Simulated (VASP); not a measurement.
Crystal: NiO.

```
Ni O
1.0
     2.78306    0.00000    0.00000
    -1.39153    2.41020    0.00000
     0.00000    0.00000    2.71613
Ni O
1 1
Direct
  0.00000 0.00000 0.00000
  0.66667 0.33333 0.50000
```

Measurements of this composition are mostly on another form, of space group No. 225.

Base run:

```yaml
Program: VASP 6.6.1
Functional: LDA
Potentials_or_basis: VASP PAW LDA potentials, release 64 (Ni, O)
Cutoff: 520 eV
k_mesh: 8 × 8 × 7
Occupations: gaussian, width 0.05 eV
Spin: collinear spin, random start
Starting_moments: "[0.94, 0.0] μB"
Hubbard_terms: Ni d U = 4 eV
```

Its results: band gap on the k mesh none (metal or under the smearing width); pressure -13.4 GPa; net moment 2.00 μB per cell; site moments Ni +1.63; O +0.33 μB.

Question: The run is repeated on the same cell with these changes: hubbard terms from Ni d U = 4 eV to Ni d U = 7 eV; moments at the start from [0.94, 0.0] to [0.61, 0.0]. What comes out?

Answer: Band gap on the k mesh 1.30 eV, indirect (least direct gap 1.75 eV); pressure -15.8 GPa; net moment 2.00 μB per cell; site moments Ni +1.76; O +0.22 μB.

Caveats: a cell with one magnetic atom can't hold antiferromagnetic order, which such compounds often take; an odd mesh through Γ misses points on the zone boundary, where band edges often lie (some runs).
